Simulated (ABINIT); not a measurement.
Runs of ABINIT 10.8.3 (patched build) on NbAs. The structure is tetragonal, space group I4_1md (No. 109). Conventional cell: a = 3.452 Å, b = 3.452 Å, c = 11.680 Å, α = 90.00°, β = 90.00°, γ = 90.00°. Nb (site symmetry 2mm) has 6 As at 2.60 to 2.63 Å as nearest neighbours. As (site symmetry 2mm) is surrounded by 6 Nb at 2.60 to 2.63 Å. 

```csv
level,potentials or basis,k mesh,cutoff (eV),fine-grid cutoff,mesh quality,gap on the mesh (eV),pressure (GPa),largest force (eV/Å)
LDA,JTH PAW LDA v2.0,7 × 7 × 7,408,816.342 eV,coarse,none,-,0.28
LDA,JTH PAW LDA v2.0,4 × 4 × 4,408,816.342 eV,coarse,none,-,0.26
PBEsol,JTH PAW PBE v2.0,9 × 9 × 9,435,870.764 eV,not flagged,none,-2.5,(b)
PBEsol,JTH PAW PBE v2.0,4 × 4 × 4,435,870.764 eV,coarse,none,-2.1,0.28
PBEsol,JTH PAW PBE v2.0,7 × 7 × 7,435,870.764 eV,coarse,none,-2.5,(a)
LDA,JTH PAW LDA v2.0,9 × 9 × 9,408,816.342 eV,not flagged,none,-,0.27
r2SCAN,JTH PAW PBE v2.0,4 × 4 × 4,517,1034.03 eV,coarse,none,2.2,0.27
```

Alike in all rows: task single point; no spin polarisation; cell as given; smearing fermi-dirac 0.05 eV.

**Question.** Fill in the values left out.

**Answer.** (a) 0.30; (b) 0.29.

Caveats: some runs use coarse meshes; the PAW data sets were made with another functional, which shifts forces and pressure a little (some runs).

A k mesh can miss the band edges, and the runs leave out spin-orbit coupling on As, Nb.

A gap of «none» marks a metal or a gap under the smearing width.

Runs at the PBE level aren't shown here.
